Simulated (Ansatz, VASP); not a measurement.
## One calculation of Cu, two programs

```xyz
1
Lattice="0.0000 1.8146 1.8146 1.8146 0.0000 1.8146 1.8146 1.8146 0.0000" Properties=species:S:1:pos:R:3 pbc="T T T"
Cu    0.0000    0.0000    0.0000
```

Alike in both runs: task single point; functional PBE; k mesh 15 × 15 × 15; occupations methfessel-paxton of order 1, width 0.03 eV; no spin polarisation.

```csv
,VASP,Ansatz
version,VASP 6.6.1,Ansatz 0.2.0
potentials or method,"VASP PAW PBE potentials, release 64 (Cu)","plane waves (420 eV) with PAW, scalar-relativistic"
plane-wave cutoff (eV),520,420
valence electrons in the cell,11,19
```

```tsv
	VASP	Ansatz	Ansatz less VASP
pressure (GPa)	0.3	-0.2	-0.51
```

With one functional, cell and mesh, what is left measures potentials, basis and numerics. The two sets of potentials don't hold the same shells in valence.
